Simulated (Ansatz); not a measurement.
# SrO: zone-centre modes

Method: Ansatz 0.2.0, DFT PBEsol, scalar-relativistic, plane waves, PAW. Cutoff 420 eV, Γ-centred 6×6×6 k-points, Gaussian smearing of 0.05 eV. No spin polarisation.

The undisturbed cell (relaxed at this level; this form isn't the usual structure):

```
CELL_PARAMETERS angstrom
4.23566 0.00000 0.00000
2.11783 -3.66819 -5.10922
2.11783 3.66819 -5.10922
ATOMIC_POSITIONS crystal
Sr 0.46875 0.19792 0.86458
Sr 0.96875 0.69792 0.36458
Sr 0.71875 0.61458 0.94792
Sr 0.21875 0.11458 0.44792
O 0.21875 0.44792 0.11458
O 0.71875 0.94792 0.61458
O 0.96875 0.36458 0.69792
O 0.46875 0.86458 0.19792
```

Harmonic modes by finite displacements of 0.02 Å, without the LO–TO term. The cell doubles the primitive one, so its zone centre also holds the primitive cell's point q = (0, 1/2, 1/2).

Question: At this geometry, is the structure stable against these modes?

Answer: Yes: no mode is imaginary beyond 10 cm⁻¹, and only the three translations lie near zero.

Question: List the wavenumbers in cm⁻¹.

Answer: 0, 0, 0, 113, 113, 120, 120, 125, 125, 188, 207, 212, 212, 278, 278, 288, 294, 294, 314, 314, 317, 317, 416, 416.

Cost: 1 run of about 4.6 core-minutes, on Arm Neoverse V1 (shared hosts).